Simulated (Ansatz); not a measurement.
Frontier orbitals of C2H2O4 (`O=C(O)C(=O)O`).

The species carries charge 0 and has multiplicity 1. The geometry is a stationary point of PBE0-D4/def2-TZVP. It is one conformer, not always the lowest. Basis def2-TZVPP, Ansatz 0.2.0.

Orbital energies of one run (eV). Highest occupied ones, from the top: -8.52, -10.20, -10.22, -10.39, -12.11, -13.08, -13.21, -14.56, -14.80, -14.89, -15.67, -18.52, -21.22, -30.19. Empty: -1.96, 1.34, 1.52, 2.38, 3.48, 4.84.

Which functional gave them?
A. r2SCAN0
B. ωB97M-V
C. B3LYP
D. LC-ωPBE

A. HOMO energies: r2SCAN0 -8.52, LC-ωPBE -11.05, ωB97M-V -10.67, B3LYP -8.02 eV.

B3LYP here is the variant with VWN-RPA as its local correlation; programs differ in this. LC-ωPBE has ω = 0.4 bohr⁻¹.
